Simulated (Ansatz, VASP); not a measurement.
# SiC (V_Si-V_C (Si site 2) axial): VASP beside Ansatz, part 3 of 3

Aim: how closely do two programs agree when they are given the same cell, functional and k mesh? The cell is taken from a series of runs on this material, whose earlier steps may have relaxed, scaled, displaced or heated it; both programs get it as it stands.

VASP 6.6.1 and Ansatz 0.2.0.

So far. Step 6 (VASP: single point, PBE, pair 2): The run ends at a pressure of -0.37 GPa, with forces up to 0.20 eV/Å.

## 9. VASP: single point, PBE, pair 3

Level of this step: PBE, spin-polarised from a ferromagnetic start; plane waves and PAW (Si, C) (VASP).

The same cell, functional, mesh and smearing now go to VASP, with its own data sets.

INCAR reads:

```
SYSTEM = SiC
PREC = Accurate
ENCUT = 520
EDIFF = 1E-06
NELM = 200
ISMEAR = -1
SIGMA = 0.01
LREAL = Auto
ALGO = Normal
GGA = PE
NBANDS = 256
ISPIN = 2
MAGMOM = -0 -0 0 -0 -0 -0 0 0 0 0 0 -0 0 -0 -0 0 -0 0 0 0 0 -0 0 0 -0 -0 -0 -0 0 -0 0 0 0 0 0 0 -0 0 -0 -0 -0 -0 0 0 0 -0 0 0 0 0 0.03 0.03 0 0 0 0 -0 0 0 0 0 0 0 0.03 0.03 0.02 0 0.02 0 0 -0 0 -0 0 0.03 0.28 0.03 0 0.02 0 0 0 0 -0 0 -0 0.29 0 0.29 0 0 0 0 0
LORBIT = 11
LWAVE = .FALSE.
LCHARG = .FALSE.
ISIF = 2
NUPDOWN = 2
LASPH = .TRUE.
GGA_COMPAT = .FALSE.
NCORE = 2
```

POSCAR reads:

```
SiC
1.0
    9.2824133794      5.3592039794      0.0000000000
   -9.2824134800      5.3592038053      0.0000000000
    0.0000000000      0.0000000000     10.1291978199
Si C
47 47
Direct
    0.0001898747      0.9997270586      0.5002602277
    0.1680963883      0.3337522951      0.5002554905
[... 6 atom lines left out ...]
    0.3370206684      0.3342583522      0.7484845599
    0.0001862755      0.9990623892      0.0003837822
    0.1689081069      0.3344780924      0.0003566669
    0.3335197211      0.1663275281      0.0007811074
[... 6 atom lines left out ...]
    0.9977841420      0.6646400890      0.7484845599
[... 2 atom lines left out ...]
    0.0012850894      0.5002102123      0.0007811074
    0.1658967035      0.8329723908      0.0003566669
    0.3346185349      0.6662785188      0.0003837822
[... 1 atom line left out ...]
    0.6674024052      0.3346900374      0.5016787949
[... 1 atom line left out ...]
    0.5000766138      0.3328976356      0.2513865874
[... 2 atom lines left out ...]
    0.5017762565      0.1699734170      0.7483241585
[... 1 atom line left out ...]
    0.8330285539      0.3355995657      0.7483241585
    0.5013661561      0.0015727904      0.0003847867
    0.6674024052      0.3328074237      0.0030762945
    0.8334386543      0.1676090395      0.0003847867
    0.5019380076      0.5004294135      0.5007014458
[... 1 atom line left out ...]
    0.8328668028      0.6658938111      0.5007014458
[... 1 atom line left out ...]
    0.6674024052      0.6678320901      0.2513270163
    0.8347281966      0.5002234271      0.2513865874
    0.5028974887      0.6668440197      0.7484639688
    0.8319073218      0.8313489363      0.7484639688
    0.5005983502      0.5006652664      0.0034566938
    0.6674024052      0.8344894670      0.0007918865
    0.8342064603      0.6674693214      0.0034566938
[... 4 atom lines left out ...]
    0.1680923162      0.3333026012      0.6874040509
    0.3332164124      0.1660573267      0.6871467287
[... 5 atom lines left out ...]
    0.3378793921      0.3343061208      0.9376719334
[... 3 atom lines left out ...]
    0.0015883981      0.5002433195      0.6871467287
[... 1 atom line left out ...]
    0.3348112517      0.6675132318      0.6873781915
[... 3 atom lines left out ...]
    0.9969254183      0.6638291338      0.9376719334
[... 3 atom lines left out ...]
    0.6674024052      0.3347717309      0.1877813849
[... 1 atom line left out ...]
    0.5000546880      0.0005905720      0.6874285977
    0.6674024052      0.3225573363      0.6826199880
[... 1 atom line left out ...]
    0.5005437443      0.3334098860      0.4378803809
[... 2 atom lines left out ...]
    0.5010812072      0.1701675006      0.9376370362
[... 1 atom line left out ...]
    0.8337236032      0.3364886986      0.9376370362
    0.5019347309      0.5003747224      0.1880114535
[... 1 atom line left out ...]
    0.8328700795      0.6658423967      0.1880114535
    0.4890433622      0.5008316548      0.6818538972
    0.6674024052      0.8348720361      0.6871076004
    0.8457614482      0.6791906978      0.6818538972
[... 1 atom line left out ...]
    0.6674024052      0.6673978204      0.4377165374
    0.8342610661      0.5002685470      0.4378803809
    0.5037235022      0.6667028588      0.9376781953
    0.8310813082      0.8303817618      0.9376781953
```

KPOINTS reads:

```
Automatic mesh
0
Gamma
1 1 1
0 0 0
```

PAW data sets: Si and C (PBE family, release 64).

Launch:

```console
> mpirun -np 8 vasp_gam
```

Numbers of over 12 decimals in the logs are rounded to 6 here.

The program printed:

```text
[... set-up lines as in an earlier step ...]
 entering main loop
       N       E                     dE             d eps       ncg     rms          rms(c)
DAV:   1     0.224294344606E+04    0.22429E+04   -0.19511E+05  1024   0.140E+03
DAV:   2    -0.531114278342E+03   -0.27741E+04   -0.25946E+04  1328   0.279E+02
DAV:   3    -0.778439483863E+03   -0.24733E+03   -0.24418E+03  1248   0.807E+01
DAV:   4    -0.785079512786E+03   -0.66400E+01   -0.66087E+01  1240   0.147E+01
[...]
DAV:  16    -0.699955081719E+03   -0.21864E-05   -0.99434E-06  1216   0.561E-03    0.632E-03
DAV:  17    -0.699955084603E+03   -0.28841E-05   -0.40650E-06  1080   0.341E-03    0.334E-03
DAV:  18    -0.699955085334E+03   -0.73134E-06   -0.37155E-07   608   0.126E-03
   1 F= -.69995509E+03 E0= -.69995509E+03  d E =-.135794E-10  mag=     2.0000
```

Parts of OUTCAR (step 9):

```text
  FREE ENERGIE OF THE ION-ELECTRON SYSTEM (eV)
  ---------------------------------------------------
  free  energy   TOTEN  =      -699.9550853345 eV

  energy  without entropy=     -699.9550853345  energy(sigma->0) =     -699.95508533

 magnetization (x)
# of ion       s       p       d       tot
------------------------------------------
    1       -0.000  -0.000   0.000  -0.000
    2       -0.000  -0.000   0.000  -0.000
    3       -0.000   0.000   0.000  -0.000
    4       -0.000   0.000   0.000  -0.000
    5       -0.000   0.000   0.000  -0.000
    6       -0.000   0.000   0.000  -0.000
    7       -0.001   0.007   0.000   0.005
    8       -0.000   0.001   0.000   0.000
    9       -0.001  -0.003   0.000  -0.004
   10        0.000   0.001   0.000   0.001
   11        0.000   0.001   0.000   0.001
   12       -0.000   0.000   0.000  -0.000
   13       -0.000   0.000   0.000  -0.000
[...]
--------------------------------------------------
tot          0.071   0.940   0.000   1.011
```

The run ends at a pressure of -0.34 GPa, with forces up to 0.20 eV/Å.

## 10. Differences

Compared:

```tsv
quantity	Ansatz	VASP	difference
total moment, fixed by the input (μB)	2.00	2.00	0.00
moment on C87 (μB)	0.29	0.27	+0.02
moment on C89 (μB)	0.29	0.27	+0.02
moment on C76 (μB)	0.28	0.26	+0.02
```

## 11. Summary of results

* difference in moment on C76 (single point, PBE, pair 1): 0.022 μB
* difference in moment on C76 (single point, PBE, pair 2): 0.022 μB
* difference in moment on C87 (single point, PBE, pair 3): 0.023 μB

In words: The difference in moment on C76 is 0.022 μB (single point, PBE, pair 1). 1 further run of this series is not shown here. Such differences can come from data sets, numerical settings and the points named under the comparisons, not from the functional's error against experiment.

[Lines on the potential files, build, host, timing and source positions are cut from VASP's logs without a mark.]

[Logs are printed without paths, hosts, clocks, repeated set-up lines and the standing remarks that a program may print on its own settings, such as how far it seeks lower states.]

[Hosts, paths, dates, database ids (printed as entryN), source tags and the programs' standing remarks are cut or masked in the printed files.]
